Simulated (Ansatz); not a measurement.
**MoS$_{2}$: projected DOS by orbital**

```
CELL_PARAMETERS angstrom
1.58150 0.91308 6.12333
-1.58150 0.91308 6.12333
0.00000 -1.82616 6.12333
ATOMIC_POSITIONS crystal
Mo 0.00000 0.00000 0.00000
S 0.74840 0.74840 0.74840
S 0.58490 0.58490 0.58490
```

Atoms are numbered in the order listed.

The cell comes from COD entry 9007661, which wasn't checked; take it as a given geometry.

The calculation used DFT, LDA, all-electron LAPW, scalar-relativistic (Ansatz 0.2.0).

Numerical set-up: a Γ-centred 15×15×15 k mesh, Fermi–Dirac smearing of 0.05 eV, basis error target 1 meV/atom, no spin polarisation.

States per eV for one atom of each kind, in 0.4 eV bins named by their centres, from the valence-band top, projected on a minimal set of Löwdin-orthogonalised atomic shells; orbitals are real harmonics on the Cartesian axes, equal curves share a column, and empty bins are left out, as is all above 4.7 eV, near the top of the computed bands.

Mo1 4d:

```
# E all dz2 dxz=dyz dx2-y2=dxy
-13.6 0.12 0.00 0.03 0.03
-13.2 0.54 0.00 0.18 0.08
-12.8 0.40 0.00 0.19 0.01
-7.2 0.02 0.02 0.00 0.00
-6.8 0.31 0.11 0.00 0.10
-6.4 1.06 0.28 0.13 0.26
-6.0 0.75 0.18 0.18 0.10
-5.6 0.27 0.01 0.13 0.00
-5.2 0.47 0.12 0.09 0.09
-4.8 1.05 0.29 0.10 0.27
-4.4 0.92 0.04 0.31 0.13
-4.0 1.08 0.04 0.42 0.10
-3.6 0.72 0.06 0.17 0.16
-3.2 0.80 0.11 0.14 0.21
-2.8 0.64 0.07 0.16 0.13
-2.4 0.40 0.05 0.11 0.06
-2.0 0.31 0.12 0.05 0.05
-1.6 2.00 0.88 0.02 0.54
-1.2 0.87 0.28 0.00 0.29
-0.8 0.16 0.13 0.00 0.02
-0.4 0.09 0.08 0.00 0.00
0.0 0.02 0.02 0.00 0.00
0.8 0.25 0.20 0.00 0.02
1.2 1.88 0.64 0.03 0.60
1.6 2.25 0.46 0.19 0.70
2.0 2.13 0.53 0.25 0.54
2.4 1.25 0.08 0.41 0.18
2.8 1.02 0.01 0.41 0.10
3.2 0.50 0.00 0.25 0.00
3.6 0.94 0.00 0.47 0.00
4.0 0.67 0.00 0.33 0.00
4.4 0.02 0.00 0.01 0.00
```

S2 3p:

```
# E all pz px=py
-13.6 0.03 0.02 0.01
-13.2 0.06 0.03 0.02
-12.8 0.01 0.01 0.00
-7.2 0.02 0.02 0.00
-6.8 0.39 0.11 0.14
-6.4 0.92 0.26 0.33
-6.0 0.71 0.12 0.29
-5.6 0.35 0.03 0.16
-5.2 0.54 0.25 0.15
-4.8 1.09 0.58 0.26
-4.4 0.75 0.19 0.28
-4.0 0.94 0.16 0.39
-3.6 0.52 0.08 0.22
-3.2 0.58 0.05 0.26
-2.8 0.82 0.36 0.23
-2.4 1.04 0.55 0.25
-2.0 0.68 0.37 0.16
-1.6 0.66 0.38 0.14
-1.2 0.26 0.13 0.06
-0.8 0.08 0.06 0.01
-0.4 0.04 0.03 0.00
0.0 0.01 0.01 0.00
0.8 0.03 0.01 0.01
1.2 0.36 0.09 0.13
1.6 0.58 0.06 0.26
2.0 0.70 0.16 0.27
2.4 0.53 0.13 0.20
2.8 0.43 0.13 0.15
3.2 0.25 0.06 0.10
3.6 0.51 0.10 0.20
4.0 0.27 0.16 0.06
4.4 0.01 0.01 0.00
```

S3 3p:

```
# E all pz px=py
-13.6 0.03 0.02 0.01
-13.2 0.06 0.03 0.02
-12.8 0.01 0.01 0.00
-7.2 0.02 0.02 0.00
-6.8 0.39 0.11 0.14
-6.4 0.94 0.26 0.34
-6.0 0.69 0.12 0.28
-5.6 0.38 0.04 0.17
-5.2 0.51 0.22 0.15
-4.8 1.10 0.59 0.25
-4.4 0.74 0.21 0.27
-4.0 0.96 0.18 0.39
-3.6 0.54 0.09 0.23
-3.2 0.58 0.06 0.26
-2.8 0.79 0.32 0.24
-2.4 1.07 0.56 0.26
-2.0 0.72 0.40 0.16
-1.6 0.63 0.36 0.14
-1.2 0.25 0.12 0.06
-0.8 0.08 0.06 0.01
-0.4 0.04 0.03 0.00
0.0 0.01 0.01 0.00
0.8 0.03 0.01 0.01
1.2 0.36 0.09 0.14
1.6 0.58 0.06 0.26
2.0 0.71 0.17 0.27
2.4 0.51 0.12 0.20
2.8 0.40 0.12 0.14
3.2 0.25 0.06 0.10
3.6 0.51 0.11 0.20
4.0 0.27 0.16 0.06
4.4 0.01 0.01 0.00
```

Mo1 5s:

```
# E all
-13.6 0.11
-13.2 0.07
-6.8 0.06
-6.4 0.09
-6.0 0.05
-5.6 0.01
-5.2 0.03
-4.8 0.12
-4.4 0.02
-4.0 0.01
-3.6 0.01
-3.2 0.01
-2.8 0.01
-2.4 0.01
-1.6 0.04
-1.2 0.01
0.8 0.01
1.2 0.03
1.6 0.05
2.0 0.05
2.4 0.01
2.8 0.01
```

S2 3s:

```
# E all
-13.6 0.71
-13.2 1.70
-12.8 0.80
-6.8 0.02
-6.4 0.03
-6.0 0.02
-5.6 0.02
-5.2 0.05
-4.8 0.15
-4.4 0.04
-4.0 0.03
-3.6 0.01
-3.2 0.01
-2.8 0.03
-2.4 0.04
-2.0 0.02
-1.6 0.03
-1.2 0.01
-0.8 0.01
1.2 0.02
1.6 0.04
2.0 0.04
2.4 0.04
2.8 0.04
3.2 0.02
3.6 0.04
4.0 0.06
```

S3 3s:

```
# E all
-13.6 0.72
-13.2 1.71
-12.8 0.79
-6.8 0.02
-6.4 0.02
-6.0 0.03
-5.6 0.02
-5.2 0.04
-4.8 0.14
-4.4 0.04
-4.0 0.03
-3.6 0.01
-3.2 0.01
-2.8 0.03
-2.4 0.04
-2.0 0.02
-1.6 0.03
-1.2 0.01
-0.8 0.01
1.2 0.02
1.6 0.04
2.0 0.04
2.4 0.04
2.8 0.04
3.2 0.02
3.6 0.04
4.0 0.06
```
